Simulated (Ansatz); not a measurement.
**Y in Ansatz: the effect of functional**

Y:

```
Y
1.0
     3.71894    0.00000    0.00000
    -1.85947    3.22069    0.00000
     0.00000    0.00000    5.84299
Y
2
Direct
  0.66667 0.33333 0.75000
  0.33333 0.66667 0.25000
```

The cell isn't the ideal one: volume scaled by 1.06.

Alike in all runs:

| Property | Result |
| --- | --- |
| Program | Ansatz 0.2.0 |
| Task | single point |
| Potentials or basis | Ansatz PAW |
| k mesh | 8 × 8 × 5 |
| Occupations | fermi-dirac, width 0.05 eV |
| Spin | no spin polarisation |

```csv
functional,cutoff,pressure (GPa)
LDA,420 eV (not typed: the program's choice for these potentials),-5.5
r2SCAN,500 eV (not typed: the program's choice for these potentials),-1.6
PBE,420 eV (not typed: the program's choice for these potentials),?
```

Problem. What does the run with functional PBE give?

Solution. Pressure -2.3 GPa.

Caveats: the PAW data sets come from PBE, with cores solved anew for the run's functional, which leaves a small shift of forces and pressure (some runs).
